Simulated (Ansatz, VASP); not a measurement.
**Fe in VASP and in Ansatz**

```
Fe
1.0
     2.35914    0.00000    0.00000
     0.00000    2.35914    0.00000
     0.00000    0.00000    2.35914
Fe
1
Direct
  0.00000 0.00000 0.00000
```

Alike in both runs: task single point; functional revPBE; k mesh 15 × 15 × 15; occupations fermi-dirac, width 0.05 eV; collinear spin.

```csv
,VASP,Ansatz
version,VASP 6.6.1,Ansatz 0.2.0
potentials or method,"VASP PAW PBE potentials, release 64 (Fe)","plane waves (420 eV) with PAW, scalar-relativistic"
plane-wave cutoff (eV),520,420
valence electrons in the cell,8,16
```

Ansatz gave:

```
pressure (GPa)                                                : 5.0
net moment per atom (μB)                                      : 2.35
size of the moment on the site where the two differ most (μB) : 2.33
```

Question: What did VASP give for the same quantities?

Answer: Pressure (GPa): 4.5; net moment per atom (μB): 2.35; size of the moment on the site where the two differ most (μB): 2.34.

Site moments also hang on the region over which each program counts them. With one functional, cell and mesh, what is left measures potentials, basis and numerics. The two sets of potentials don't hold the same shells in valence.

Caveats: the PAW data sets were made with another functional, which shifts forces and pressure a little (VASP).
